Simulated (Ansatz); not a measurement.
How far is PAW off for Bi?

```
Bi
1.0
     3.36159   -3.07858    0.00000
     3.36159    3.07858    0.00000
    -1.15971    0.00000    3.04652
Bi
2
Cartesian
  1.5201 0.0000 0.4539
  4.0434 0.0000 2.5926
```

Atoms are numbered in the order listed.

The structure is an experimental refinement, used without relaxation. The listed cell was then made from it by scaling, straining or moving an atom.

No spin–orbit coupling, which matters for the heavy atoms here.

All numbers are computed: DFT, PBE, PAW with Ansatz's default frozen-core files, scalar-relativistic (Ansatz 0.2.0); DFT, PBE, all-electron PAW with datasets made for the crystal, scalar-relativistic (Ansatz 0.2.0); DFT, PBE, all-electron LAPW, scalar-relativistic (Ansatz 0.2.0).

For PAW: a Γ-centred 8×8×11 k mesh, Fermi–Dirac smearing of 0.05 eV, cutoff 420 eV, no spin polarisation. The crystal-made all-electron datasets (AE datasets) take a cutoff of 260 eV at this cell. LAPW targets a basis error of 0.25 meV/atom. The Ansatz runs share mesh, smearing and spin set-up. Plane-wave (PAW) pressures include the program's estimate of the Pulay term.

Stress and pressure are positive in compression.

The change that made this cell: z strained by -1.5 % at fixed volume.

No spin–orbit coupling: at heavy atoms the gradients can be off by tens of per cent for that reason.

In a metal, gradients converge slowly with the k mesh: the values move by tens of per cent from one mesh to another, at times in sign, so only the comparison on one mesh counts.

```csv
quantity,PAW,AE datasets,LAPW
pressure (GPa),4.17,4.18,4.18
stress xx (GPa),4.28,4.30,4.30
stress yy (GPa),2.93,2.94,2.94
stress zz (GPa),5.29,5.31,5.31
stress xz (GPa),-0.71,-0.71,-0.71
"force on Bi1, z (eV/Å)",-0.063,-0.062,-0.062
field gradient Vzz at Bi1 (10²¹ V/m²),-10.95,-10.99,–
```
